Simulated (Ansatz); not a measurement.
**TiC: what relativity and spin–orbit coupling change**

```yaml
crystal:
  lattice:
    - [0.00000, 2.16400, 2.16400]
    - [2.16400, 0.00000, 2.16400]
    - [2.16400, 2.16400, 0.00000]
  atoms:
    - { symbol: Ti, position: [0.00000, 0.00000, 0.00000] }
    - { symbol: C, position: [0.50000, 0.50000, 0.50000] }
```

Atom numbers follow the list: Ti1, C2.

The cell is COD entry 9012564, as deposited and not checked against the literature; nothing was relaxed.

One fixed cell is solved with PBE by all-electron LAPW in Ansatz 0.2.0 under different relativistic treatments. Pressure is positive in compression.

Settings: a Γ-centred 16×16×16 k mesh, Fermi–Dirac smearing of 0.03 eV, basis error target 1 meV/atom, no spin polarisation.

```csv
setting,P (GPa),"lowest level at Γ above −25 eV, from the valence-band top or, without a gap, the Fermi level (eV)"
scalar-relativistic,0.84,-12.40
non-relativistic,?,?
with spin–orbit coupling,0.83,-12.40
```

Task: What belongs in the row "non-relativistic", column "P (GPa)"?

Result: 1.51.

Task: What belongs in the row "non-relativistic", column "lowest level at Γ above −25 eV, from the valence-band top or, without a gap, the Fermi level (eV)"?

Result: -12.30.
